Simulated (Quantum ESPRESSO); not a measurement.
Crystal: Re.

```
Re
1.0
     2.76080    0.00000    0.00000
    -1.38040    2.39092    0.00000
     0.00000    0.00000    4.45820
Re
2
Direct
  0.66667 0.33333 0.75000
  0.33333 0.66667 0.25000
```

Base run:

* Program: Quantum ESPRESSO 7.5
* Functional: PBEsol
* Potentials or basis: PseudoDojo 0.4.1 SR PBEsol standard
* Cutoff: 980 eV
* Density cutoff: 3918 eV
* k mesh: 11 × 11 × 6
* Occupations: fermi-dirac, width 0.05 eV
* Spin: no spin polarisation

Its results: band gap on the k mesh none (metal or under the smearing width); pressure -4.3 GPa.

Q: The run is repeated on the same cell with these changes: potentials or basis from PseudoDojo 0.4.1 SR PBEsol standard to GBRV 1.5 PBEsol; cutoff from 980 eV to 612 eV; density cutoff from 3918 eV to 4898 eV; k mesh from 11 × 11 × 6 to 8 × 8 × 4. What comes out?

A: Band gap on the k mesh none (metal or under the smearing width); pressure -3.6 GPa.

Not every run made on this cell is shown here.
